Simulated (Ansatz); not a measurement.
Structure optimisation: indium, body-centred tetragonal

The calculation used DFT, LDA (PW92), plane waves (420 eV) with PAW, scalar-relativistic in Ansatz 0.2.0. (PAW data from PBE, frozen cores regenerated.)

k-point mesh 12×12×14, Fermi-Dirac smearing 0.1 eV, no spin polarisation. Cell and atoms relax.

Starting structure:

```yaml
crystal:
  lattice:
    - [-1.62547, 1.62547, 2.4737]
    - [1.62547, -1.62547, 2.4737]
    - [1.62547, 1.62547, -2.4737]
  atoms:
    - { symbol: In, position: [0.0, 0.0, 0.0] }
hamiltonian:
  xc: lda
  pseudopotentials:
    kind: paw
    azcp:
      In: "pseudopotentials/In.paw.azcp"
basis:
  ecutwfc: 420
  fft_grid_basis: typed
kpoints:
  mp_grid: { grid: [12, 12, 14], shift: [0, 0, 0] }
magnetization:
  spin_polarized: false
scf:
  occupations: { method: fermi_dirac, width: 0.1 }
relax:
  max_steps: 60
  f_tol: 0.01
  cell: {}
```

**Question.** What cell does the relaxation end in?

**Answer.** C2/m with a = 4.354 Å, b = 4.568 Å, c = 3.271 Å, β = 130.83°; 24.61 Å³ per atom against 26.14 at the start (-5.8 %).

The cell has left the body-centred tetragonal structure type; it ends in C2/m.

**Question.** How much energy does the relaxation gain?

**Answer.** 14.7 meV per atom.

The k-point mesh keeps fewer symmetry operations than the starting structure has, so the cell can leave it.
